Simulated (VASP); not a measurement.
The system is NiO.

```
Ni O
1.0
     0.00000    2.06217    2.06217
     2.06217    0.00000    2.06217
     2.06217    2.06217    0.00000
Ni O
1 1
Cartesian
  0.0000 0.0000 0.0000
  3.0933 3.0933 3.0933
```

The cell was built by a generator and needn't be a form met in nature.

Base run:

- Program: VASP 6.6.1
- Functional: PBE
- Potentials or basis: VASP PAW PBE potentials, release 64 (Ni, O)
- Cutoff: 520 eV
- k mesh: 11 × 11 × 11
- Occupations: fermi-dirac, width 0.05 eV
- Spin: collinear spin, ferromagnetic start
- Starting moments: [1.0, 0.0] μB

Its results: band gap on the k mesh none (metal or under the smearing width); pressure 60.6 GPa; net moment 1.01 μB per cell; site moments Ni +0.80; O +0.18 μB.

Problem. The run is repeated on the same cell with these changes: functional from PBE to r2SCAN; further incar settings from ALGO = Normal; EDIFF = 1e-07; NBANDS = 19 to ALGO = Normal; EDIFF = 1e-06. What comes out?

Solution. Band gap on the k mesh none (metal or under the smearing width); pressure 63.3 GPa; net moment 1.99 μB per cell; site moments Ni +1.58; O +0.39 μB.

Caveats: a pressure of tens of GPa on the cell as given is suspect, and the run, the potentials or the cell itself is likely at fault; a cell with one magnetic atom can't hold antiferromagnetic order, which such compounds often take; semilocal functionals often make such compounds metallic where correlation or magnetic order opens a gap, which also shifts bond lengths; the PAW data sets were made with another functional, which shifts forces and pressure a little (some runs).
